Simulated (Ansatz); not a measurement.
# BaO: stress in a strained cell

BaO is deformed so: equal xy, yz and zx engineering shear strains of +1 %. What stress and forces result, by LAPW, PAW and all-electron datasets made for the crystal?

Program: Ansatz 0.2.0. Level of theory: DFT LDA, scalar-relativistic. These are calculated values, not measurements.

### 1 The system as given

Symmetry: Fm-3m, No. 225, cubic system. Conventional cell: a = 5.500 Å, b = 5.500 Å, c = 5.500 Å, α = 90.00°, β = 90.00°, γ = 90.00°. Ba (site symmetry m-3m) is surrounded by 6 O at 2.75 Å. O (site symmetry m-3m) has 6 Ba at 2.75 Å as nearest neighbours.

Coordinates:

```cif
data_structure
_symmetry_space_group_name_H-M 'Fm-3m'
_symmetry_Int_Tables_number 225
_cell_length_a 5.5000
_cell_length_b 5.5000
_cell_length_c 5.5000
_cell_angle_alpha 90.000
_cell_angle_beta 90.000
_cell_angle_gamma 90.000
_cell_volume 166.38
loop_
_atom_site_label
_atom_site_type_symbol
_atom_site_symmetry_multiplicity
_atom_site_Wyckoff_symbol
_atom_site_fract_x
_atom_site_fract_y
_atom_site_fract_z
_atom_site_occupancy
Ba1 Ba 4 a 0.00000 0.00000 0.00000 1
O1 O 4 b 0.50000 0.00000 0.00000 1
```

The file gives the conventional cell by its symmetry; the runs use the cell typed in the input.

Atoms are numbered in the order of the input: Ba1, O2.

### 2 After the deformation

Space group Fm-3m before, R-3m after.

### 3 LAPW, all electrons

input.yaml reads:

```yaml
crystal:
  lattice:
    - [0.0275, 2.76375, 2.76375]
    - [2.76375, 0.0275, 2.76375]
    - [2.76375, 2.76375, 0.0275]
  atoms:
    - { symbol: Ba, position: [0.0, 0.0, 0.0] }
    - { symbol: O, position: [0.5, 0.5, 0.5] }
kpoints:
  mp_grid: { grid: [8, 8, 8] }
  band_path:
    path:
      - [0.0, 0.0, 0.0]
      - [0.5, 0.5, 0.5]
      - [0.247543133, 0.5, 0.752456867]
      - [-0.247543133, 0.247543133, 0.5]
      - [0.0, 0.0, 0.5]
      - [0.0, 0.0, 0.0]
      - [-0.3737715665, 0.0, 0.3737715665]
      - [0.0, 0.3737715665, 0.6262284335]
      - [0.0, 0.5, 0.5]
    npoints: 5
scf:
  occupations: { method: fermi_dirac, width: 0.02 }
hamiltonian:
  xc: lda
  pseudopotentials: { kind: all_electron, lapw: { basis_error: 0.0005 } }
output:
  forces: true
  stress: true
  eigenvalues: true
```

Run with:

```bash
$ ansatz run input.yaml --threads 1 --pin off --max-ram 3072MiB --backend cpu --events-out ev --progress --plain --runs-dir out
```

### 4 PAW with frozen cores

input.yaml reads:

```yaml
crystal:
  lattice:
    - [0.0275, 2.76375, 2.76375]
    - [2.76375, 0.0275, 2.76375]
    - [2.76375, 2.76375, 0.0275]
  atoms:
    - { symbol: Ba, position: [0.0, 0.0, 0.0] }
    - { symbol: O, position: [0.5, 0.5, 0.5] }
kpoints:
  mp_grid: { grid: [8, 8, 8] }
scf:
  occupations: { method: fermi_dirac, width: 0.02 }
hamiltonian:
  xc: lda
  pseudopotentials: { kind: paw }
output:
  forces: true
  stress: true
  eigenvalues: true
  efg: { contact_densities: true }
```

### 5 All-electron PAW on datasets made for the crystal

input.yaml: that of step 4 with these lines changed.

```diff
@@ -14,3 +14,3 @@
   xc: lda
-  pseudopotentials: { kind: paw }
+  pseudopotentials: { kind: all_electron, datasets: crystal }
 output:
```

(Steps that only read results are left out.)

Before running it: what results should come out? Wanted: pressure; largest shear or deviatoric stress.

The runs gave:

| quantity | value |
| --- | --- |
| pressure | LAPW -2.86, PAW -2.87, crystal datasets -2.86 GPa |
| largest shear or deviatoric stress (LAPW) | 0.37 GPa |

The largest part of the stress beyond the pressure is 0.37 GPa in size; the atoms are carried along and not relaxed. No run of the undeformed cell stands beside it, so the pressure holds what the given cell had before the change. PAW: stress within 0.02 GPa of LAPW. Crystal datasets: stress within 0.01 GPa of LAPW. Spin-orbit coupling is left out, though the cell holds Ba; in elements this heavy it can shift bands and gaps by tenths of an eV.

These are semilocal Kohn-Sham gaps, which aren't the measured quantity. Such gaps usually fall short of the measured ones.
